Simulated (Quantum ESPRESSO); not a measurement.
# V (P6_3/mmc) in Quantum ESPRESSO: reference runs

Reference runs on V: the cell as given.

Program: Quantum ESPRESSO 7.5. These are calculated values, not measurements. Logs are shortened: lines on timing, memory, paths and dates and some standing lists are left out, and cuts for length are marked.

## Step 1: Starting point

The structure is hexagonal, space group P6_3/mmc (No. 194). Conventional cell: a = 2.604 Å, b = 2.604 Å, c = 4.723 Å, α = 90.00°, β = 90.00°, γ = 120.00°. Around V (site symmetry -6m2) lie 12 V at 2.60 to 2.80 Å.

This isn't the form of V at room conditions, which is bcc.

## Step 2: Single point, PBE, collinear spin, ferromagnetic start

The input, pw.in:

```
&CONTROL
  calculation = 'scf'
  prefix = 'pwscf'
  outdir = './tmp'
  pseudo_dir = './pseudo'
  tprnfor = .true.
  tstress = .true.
  disk_io = 'low'
/
&SYSTEM
  ibrav = 0
  celldm(1) = 8
  nat = 2
  ntyp = 1
  ecutwfc = 55
  ecutrho = 440
  nbnd = 23
  occupations = 'smearing'
  smearing = 'fd'
  degauss = 0.00367493
  nspin = 2
  starting_magnetization(1) = 0.1538
/
&ELECTRONS
  conv_thr = 4d-10
  electron_maxstep = 120
  mixing_beta = 0.3
/
ATOMIC_SPECIES
V     50.9415 v_pbe_v1.4.uspp.F.UPF
CELL_PARAMETERS alat
  0.6151753252601   0.0000000000000   0.0000000000000
 -0.3075876626183   0.5327574594415   0.0000000000000
  0.0000000000000   0.0000000000000   1.1157264293232
ATOMIC_POSITIONS crystal
V      0.3333333333    0.6666666667    0.2500000000
V      0.6666666667    0.3333333333    0.7500000000
K_POINTS automatic
12 12 6 0 0 0
```

The input, pp_density.in:

```
&INPUTPP
  prefix = 'pwscf'
  outdir = './tmp'
  filplot = 'density.dat'
  plot_num = 0
/
&PLOT
  nfile = 1
  filepp(1) = 'density.dat'
  iflag = 3
  output_format = 6
  fileout = 'density.cube'
/
```

The input, pp_potential.in:

```
&INPUTPP
  prefix = 'pwscf'
  outdir = './tmp'
  filplot = 'potential.dat'
  plot_num = 11
/
&PLOT
  nfile = 1
  filepp(1) = 'potential.dat'
  iflag = 3
  output_format = 6
  fileout = 'potential.cube'
/
```

The input, pp_spin.in:

```
&INPUTPP
  prefix = 'pwscf'
  outdir = './tmp'
  filplot = 'spin.dat'
  plot_num = 6
/
&PLOT
  nfile = 1
  filepp(1) = 'spin.dat'
  iflag = 3
  output_format = 6
  fileout = 'spin.cube'
/
```

Potentials or basis: SSSP 1.3 efficiency PBE.

The run is started by

```console
$ OMP_NUM_THREADS=1 mpirun -n 2 pw.x -nk 2 -in pw.in > pw.out
$ OMP_NUM_THREADS=1 mpirun -n 1 pp.x -in pp_density.in > pp_density.out
$ OMP_NUM_THREADS=1 mpirun -n 1 pp.x -in pp_potential.in > pp_potential.out
$ OMP_NUM_THREADS=1 mpirun -n 1 pp.x -in pp_spin.in > pp_spin.out
```

pw.out:

```text
This program is part of the open-source Quantum ESPRESSO suite
     for quantum simulation of materials; please cite
[... 13 lines left out ...]
     --------------------
     sticks:   dense  smooth     PW     G-vecs:    dense   smooth      PW
     Sum         745     367    121                29231    10285    1883

     Using Slab Decomposition

     bravais-lattice index     =            0
     lattice parameter (alat)  =       8.0000  a.u.
     unit-cell volume          =     187.2217 (a.u.)^3
     number of atoms/cell      =            2
     number of atomic types    =            1
     number of electrons       =        26.00
     number of Kohn-Sham states=           23
     kinetic-energy cutoff     =      55.0000  Ry
     charge density cutoff     =     440.0000  Ry
     scf convergence threshold =      4.0E-10
     mixing beta               =       0.3000
     number of iterations used =            8  plain     mixing
     Exchange-correlation=  SLA  PW   PBX  PBC
                           (   1   4   3   4   0   0   0)

     celldm(1)=   8.000000  celldm(2)=   0.000000  celldm(3)=   0.000000
     celldm(4)=   0.000000  celldm(5)=   0.000000  celldm(6)=   0.000000

     crystal axes: (cart. coord. in units of alat)
               a(1) = (   0.615175   0.000000   0.000000 )
               a(2) = (  -0.307588   0.532757   0.000000 )
               a(3) = (   0.000000   0.000000   1.115726 )

     reciprocal axes: (cart. coord. in units 2 pi/alat)
               b(1) = (  1.625553  0.938513 -0.000000 )
               b(2) = (  0.000000  1.877027  0.000000 )
               b(3) = (  0.000000 -0.000000  0.896277 )

     PseudoPot. # 1 for V  read from file:
     v_pbe_v1.4.uspp.F.UPF
     Pseudo is Ultrasoft + core correction, Zval = 13.0
     Generated by new atomic code, or converted to UPF format
     Using radial grid of  853 points,  6 beta functions with:
                l(1) =   0
                l(2) =   0
                l(3) =   1
                l(4) =   1
                l(5) =   2
                l(6) =   2
     Q(r) pseudized with  8 coefficients,  rinner =    1.100   1.100   1.100
                                                       1.100   1.100

     atomic species   valence    mass     pseudopotential
     V                13.00    50.94150     V ( 1.00)

     Starting magnetic structure
     atomic species   magnetization
     V               0.154

     24 Sym. Ops., with inversion, found (12 have fractional translation)

   Cartesian axes

     site n.     atom                  positions (alat units)
         1        V      tau(   1) = (  -0.0000000   0.3551716   0.2789316  )
         2        V      tau(   2) = (   0.3075877   0.1775858   0.8367948  )

     number of k points=    76  Fermi-Dirac smearing, width (Ry)=  0.0037
                       cart. coord. in units 2pi/alat
        k(    1) = (   0.0000000   0.0000000   0.0000000), wk =   0.0011574
        k(    2) = (   0.0000000   0.0000000   0.1493795), wk =   0.0023148
        k(    3) = (   0.0000000   0.0000000   0.2987590), wk =   0.0023148
        k(    4) = (   0.0000000   0.0000000  -0.4481385), wk =   0.0011574
        k(    5) = (   0.0000000   0.1564189   0.0000000), wk =   0.0069444
        k(    6) = (   0.0000000   0.1564189   0.1493795), wk =   0.0138889
[... 68 lines left out ...]
        k(   75) = (   0.5418509   0.9385134   0.2987590), wk =   0.0046296
        k(   76) = (   0.5418509   0.9385134  -0.4481385), wk =   0.0023148

     Dense  grid:    29231 G-vectors     FFT dimensions: (  36,  36,  60)

     Smooth grid:    10285 G-vectors     FFT dimensions: (  24,  24,  48)

     Check: negative core charge=   -0.000008
     Generating pointlists ...
     new r_m :   0.2538 (alat units)  2.0301 (a.u.) for type    1

     Initial potential from superposition of free atoms

     starting charge      25.9975, renormalised to      26.0000

     negative rho (up, down):  6.042E-04 4.431E-04
     Starting wfcs are   20 randomized atomic wfcs +    3 random wfcs

     Self-consistent Calculation

     iteration #  1     ecut=    55.00 Ry     beta= 0.30
     Davidson diagonalization with overlap
     ethr =  1.00E-02,  avg # of iterations =  3.5

     Threshold (ethr) on eigenvalues was too large:
     Diagonalizing with lowered threshold

     Davidson diagonalization with overlap
     ethr =  6.01E-04,  avg # of iterations =  1.0

     negative rho (up, down):  5.728E-04 5.857E-04

     total energy              =    -290.06208831 Ry
     estimated scf accuracy    <       0.16031022 Ry

     total magnetization       =     2.19 Bohr mag/cell
     absolute magnetization    =     2.19 Bohr mag/cell

     iteration #  2     ecut=    55.00 Ry     beta= 0.30
     Davidson diagonalization with overlap
     ethr =  6.17E-04,  avg # of iterations =  1.5

     negative rho (up, down):  5.106E-04 1.023E-03

     total energy              =    -290.08727316 Ry
     estimated scf accuracy    <       0.03344852 Ry

     total magnetization       =     2.08 Bohr mag/cell
     absolute magnetization    =     2.08 Bohr mag/cell

     iteration #  3     ecut=    55.00 Ry     beta= 0.30
     Davidson diagonalization with overlap
     ethr =  1.29E-04,  avg # of iterations =  1.4

     negative rho (up, down):  4.114E-04 1.870E-03

     total energy              =    -290.10002608 Ry
     estimated scf accuracy    <       0.01419972 Ry

     total magnetization       =     1.83 Bohr mag/cell
     absolute magnetization    =     1.83 Bohr mag/cell

     iteration #  4     ecut=    55.00 Ry     beta= 0.30
     Davidson diagonalization with overlap
     ethr =  5.46E-05,  avg # of iterations =  1.6

     negative rho (up, down):  4.859E-04 1.341E-03

     total energy              =    -290.10865156 Ry
     estimated scf accuracy    <       0.00260420 Ry

     total magnetization       =     1.09 Bohr mag/cell
     absolute magnetization    =     1.10 Bohr mag/cell

     iteration #  5     ecut=    55.00 Ry     beta= 0.30
     Davidson diagonalization with overlap
     ethr =  1.00E-05,  avg # of iterations =  2.2

     negative rho (up, down):  5.098E-04 1.142E-03

     total energy              =    -290.11104064 Ry
     estimated scf accuracy    <       0.00105152 Ry

     total magnetization       =     0.73 Bohr mag/cell
     absolute magnetization    =     0.73 Bohr mag/cell

     iteration #  6     ecut=    55.00 Ry     beta= 0.30
     Davidson diagonalization with overlap
     ethr =  4.04E-06,  avg # of iterations =  1.6

     negative rho (up, down):  6.263E-04 6.393E-04

     total energy              =    -290.11132713 Ry
     estimated scf accuracy    <       0.00042491 Ry

     total magnetization       =     0.49 Bohr mag/cell
     absolute magnetization    =     0.49 Bohr mag/cell

     iteration #  7     ecut=    55.00 Ry     beta= 0.30
     Davidson diagonalization with overlap
     ethr =  1.63E-06,  avg # of iterations =  2.3

     negative rho (up, down):  6.205E-04 6.485E-04

     total energy              =    -290.11335961 Ry
     estimated scf accuracy    <       0.00011141 Ry

     total magnetization       =     0.08 Bohr mag/cell
     absolute magnetization    =     0.08 Bohr mag/cell

     iteration #  8     ecut=    55.00 Ry     beta= 0.30
     Davidson diagonalization with overlap
     ethr =  4.29E-07,  avg # of iterations =  2.0

     negative rho (up, down):  6.310E-04 6.361E-04

     total energy              =    -290.11342761 Ry
     estimated scf accuracy    <       0.00004924 Ry

     total magnetization       =     0.09 Bohr mag/cell
     absolute magnetization    =     0.09 Bohr mag/cell

     iteration #  9     ecut=    55.00 Ry     beta= 0.30
     Davidson diagonalization with overlap
     ethr =  1.89E-07,  avg # of iterations =  2.0

     negative rho (up, down):  6.352E-04 6.311E-04

     total energy              =    -290.11349214 Ry
     estimated scf accuracy    <       0.00001015 Ry

     total magnetization       =     0.03 Bohr mag/cell
     absolute magnetization    =     0.03 Bohr mag/cell

     iteration # 10     ecut=    55.00 Ry     beta= 0.30
     Davidson diagonalization with overlap
     ethr =  3.90E-08,  avg # of iterations =  2.0

     negative rho (up, down):  6.338E-04 6.329E-04

     total energy              =    -290.11351183 Ry
     estimated scf accuracy    <       0.00000147 Ry

     total magnetization       =    -0.01 Bohr mag/cell
     absolute magnetization    =     0.01 Bohr mag/cell

     iteration # 11     ecut=    55.00 Ry     beta= 0.30
     Davidson diagonalization with overlap
     ethr =  5.65E-09,  avg # of iterations =  2.0

     negative rho (up, down):  6.330E-04 6.337E-04

     total energy              =    -290.11351220 Ry
     estimated scf accuracy    <       0.00000008 Ry

     total magnetization       =    -0.00 Bohr mag/cell
     absolute magnetization    =     0.00 Bohr mag/cell

     iteration # 12     ecut=    55.00 Ry     beta= 0.30
     Davidson diagonalization with overlap
     ethr =  2.92E-10,  avg # of iterations =  2.0

     negative rho (up, down):  6.337E-04 6.331E-04

     total energy              =    -290.11351251 Ry
     estimated scf accuracy    <       0.00000001 Ry

     total magnetization       =     0.00 Bohr mag/cell
     absolute magnetization    =     0.00 Bohr mag/cell

     iteration # 13     ecut=    55.00 Ry     beta= 0.30
     Davidson diagonalization with overlap
     ethr =  4.33E-11,  avg # of iterations =  2.0

     negative rho (up, down):  6.333E-04 6.334E-04

     total energy              =    -290.11351259 Ry
     estimated scf accuracy    <          9.0E-09 Ry

     total magnetization       =    -0.00 Bohr mag/cell
     absolute magnetization    =     0.00 Bohr mag/cell

     iteration # 14     ecut=    55.00 Ry     beta= 0.30
     Davidson diagonalization with overlap
     ethr =  3.46E-11,  avg # of iterations =  2.0

     negative rho (up, down):  6.334E-04 6.334E-04

     Magnetic moment per site  (integrated on atomic sphere of radius R)
     atom   1 (R=0.254)  charge= 11.2941  magn=  0.0000
     atom   2 (R=0.254)  charge= 11.2941  magn=  0.0000

     End of self-consistent calculation

     Number of k-points >= 100: set verbosity='high' to print the bands.

     the Fermi energy is    16.3857 ev

!    total energy              =    -290.11351264 Ry
     estimated scf accuracy    <          1.5E-10 Ry
     smearing contrib. (-TS)   =      -0.00191159 Ry
     internal energy E=F+TS    =    -290.11160105 Ry

     The total energy is F=E-TS. E is the sum of the following terms:
     one-electron contribution =     -96.17929466 Ry
     hartree contribution      =      59.96191184 Ry
     xc contribution           =     -39.26256226 Ry
     ewald contribution        =    -214.63165597 Ry

     total magnetization       =     0.00 Bohr mag/cell
     absolute magnetization    =     0.00 Bohr mag/cell

     convergence has been achieved in  14 iterations

     negative rho (up, down):  6.334E-04 6.334E-04

     Forces acting on atoms (cartesian axes, Ry/au):

     atom    1 type  1   force =     0.00000000    0.00000000    0.00000000
     atom    2 type  1   force =     0.00000000    0.00000000    0.00000000

     Total force =     0.000000     Total SCF correction =     0.000000

     Computing stress (Cartesian axis) and pressure

     negative rho (up, down):  6.334E-04 6.334E-04
          total   stress  (Ry/bohr**3)                   (kbar)     P=       -6.93
  -0.00002200   0.00000000   0.00000000           -3.24        0.00        0.00
   0.00000000  -0.00002200   0.00000000            0.00       -3.24        0.00
   0.00000000   0.00000000  -0.00009729            0.00        0.00      -14.31

=------------------------------------------------------------------------------=
   JOB DONE.
=------------------------------------------------------------------------------=
```

Wall time 30 s (2 MPI ranks of Intel Xeon 6975P-C (Granite Rapids), shared host); peak memory 0.28 GiB.

Results:

- Free energy: -3947.1954 eV
- Pressure: -0.7 GPa
- Band gap on the k mesh: none (metal or under the smearing width)
- Net moment: 0.00 μB per cell
- Absolute moment: 0.00 μB per cell
- Valence electrons inside the program's atomic spheres: V 11.29

Stress tensor (GPa, compression positive):
```
-0.32  0.00  0.00
 0.00 -0.32  0.00
 0.00  0.00 -1.43
```
